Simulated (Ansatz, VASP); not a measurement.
## Two plane-wave programs on Si

INCAR

```
SYSTEM = Si
PREC     = Accurate       ! precision mode
ENCUT    = 520            ! plane-wave cutoff, eV
EDIFF    = 1E-6           ! SCF threshold, eV
ISMEAR   = 0              ! smearing method
SIGMA    = 0.05           ! smearing width, eV
LREAL    = .FALSE.        ! projectors in reciprocal space
LASPH    = .TRUE.         ! aspherical terms in the spheres
NELM     = 80             ! most SCF steps
ALGO     = Normal         ! electronic algorithm
ISIF     = 2              ! what is computed and relaxed
LWAVE    = .FALSE.        ! write WAVECAR
LCHARG   = .FALSE.        ! write CHGCAR
GGA      = PE             ! functional
NBANDS   = 11             ! bands
```

The input KPOINTS:

```
Automatic mesh
0
G
  10 10 10
  0 0 0
```

POSCAR

```
Si
1.0
    0.0000000000      2.6674650387      2.6674650387
    2.6674650387      0.0000000000      2.6674650387
    2.6674650387      2.6674650387      0.0000000000
Si
2
Direct
    0.5000000000      0.5000000000      0.5000000000
    0.7500000000      0.7500000000      0.7500000000
```

Input for Ansatz:

```yaml
crystal:
  lattice:
    - [0.0, 2.6674650387, 2.6674650387]
    - [2.6674650387, 0.0, 2.6674650387]
    - [2.6674650387, 2.6674650387, 0.0]
  atoms:
    - { symbol: Si, position: [0.5, 0.5, 0.5] }
    - { symbol: Si, position: [0.75, 0.75, 0.75] }
basis:
  ecutwfc: 420
kpoints:
  mp_grid: { grid: [10, 10, 10] }
hamiltonian:
  xc: pbe
  pseudopotentials: { kind: paw, azcp: { folder: soft_1 } }
scf:
  occupations: { method: gaussian, width: 0.05 }
output:
  forces: true
  stress: true
  eigenvalues: true
  write_density: true
  write_potential: true
  elf: true
  volumetric_format: npy
```

Alike in both runs: task single point; functional PBE; k mesh 10 × 10 × 10; occupations gaussian, width 0.05 eV; no spin polarisation.

```csv
,VASP,Ansatz
version,VASP 6.6.1,Ansatz 0.2.0
potentials or method,"VASP PAW PBE potentials, release 64 (Si)","scalar-relativistic, plane waves, PAW"
plane-wave cutoff (eV),520,420
valence electrons in the cell,8,8
```

```csv
,VASP,Ansatz,Ansatz less VASP
gap on the k mesh at the Fermi level (eV),0.48,0.48,-0.001
least direct gap on the mesh (eV),2.59,2.58,-0.006
pressure (GPa),7.7,7.8,+0.08
```
